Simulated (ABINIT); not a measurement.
Crystal: TiC.

```
CELL_PARAMETERS angstrom
0.00000 2.16572 2.16572
2.16572 0.00000 2.16572
2.16572 2.16572 0.00000
ATOMIC_POSITIONS crystal
Ti 0.00000 0.00000 0.00000
C 0.50000 0.50000 0.50000
```

The cell is a database's computed one.

| Quantity | Value |
| --- | --- |
| Program | ABINIT 10.8.3 (patched build) |
| Task | relaxation of cell and atoms |
| Functional | PBEsol |
| Potentials or basis | Ansatz PAW PBE generated set soft_1, frozen core |
| Cutoff | 419 eV |
| k mesh | 8 × 8 × 8 |
| Occupations | fermi-dirac, width 0.05 eV |
| Spin | no spin polarisation |

At the start: pressure -6.7 GPa; volume 10.16 Å³/atom.

Task: How do energy, volume and symmetry change on relaxing?

Result: Over 4 steps the energy falls by 5.6 meV/atom and the volume is 9.89 Å³/atom (-2.6 %); space group Fm-3m (No. 225, to 0.05 Å).

The path:
```tsv
step	energy change (eV)	largest force (eV/Å)	pressure (GPa)	volume (Å³)
1	0.0000	0.0000	-6.69	20.32
2	-0.0107	0.0000	-1.54	19.90
3	-0.0113	0.0000	0.05	19.78
4	-0.0113	0.0000	0.00	19.79
```

Final structure:
```
Ti C
1.0
     0.00000    2.14676    2.14676
     2.14676    0.00000    2.14676
     2.14676    2.14676    0.00000
Ti C
1 1
Direct
  0.00000 0.00000 0.00000
  0.50000 0.50000 0.50000
```

Caveat: the PAW data sets were made with another functional, which shifts forces and pressure a little; the atomic spheres overlap.
